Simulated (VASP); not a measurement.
Crystal: Sb2S3 (Stibnite).

```
CELL_PARAMETERS angstrom
11.28518 0.00000 0.00000
0.00000 3.82837 0.00000
0.00000 0.00000 10.91620
ATOMIC_POSITIONS crystal
Sb 0.47548 0.25000 0.32595
Sb 0.02452 0.75000 0.82595
Sb 0.97548 0.25000 0.17405
Sb 0.52452 0.75000 0.67405
Sb 0.34723 0.75000 0.03229
Sb 0.15277 0.25000 0.53229
Sb 0.84723 0.75000 0.46771
Sb 0.65277 0.25000 0.96771
S 0.29017 0.25000 0.19146
S 0.20983 0.75000 0.69146
S 0.79017 0.25000 0.30854
S 0.70983 0.75000 0.80854
S 0.54855 0.75000 0.12694
S 0.95145 0.25000 0.62694
S 0.04855 0.75000 0.37306
S 0.45145 0.25000 0.87306
S 0.37409 0.75000 0.44243
S 0.12591 0.25000 0.94243
S 0.87409 0.75000 0.05757
S 0.62591 0.25000 0.55757
```

Base run:

- Program: VASP 6.6.1
- Functional: PBE
- Potentials or basis: VASP PAW PBE potentials, release 64 (Sb, S)
- Cutoff: 520 eV
- k mesh: 4 × 8 × 4
- Occupations: gaussian, width 0.03 eV
- Spin: no spin polarisation

Its results: band gap on the k mesh 1.24 eV, indirect (least direct gap 1.27 eV); pressure 2.9 GPa; largest force 0.093 eV/Å.

Problem. The run is repeated on the same cell with these changes: functional from PBE to r2SCAN; further incar settings from ALGO = Fast; EDIFF = 1e-06 to ALGO = Normal; EDIFF = 1e-06. What comes out?

Solution. Band gap on the k mesh 1.43 eV, indirect (least direct gap 1.44 eV); pressure 1.7 GPa; largest force 0.244 eV/Å.

Caveats: spin-orbit coupling is left out, which moves the levels of the heavy elements; the PAW data sets were made with another functional, which shifts forces and pressure a little (some runs).
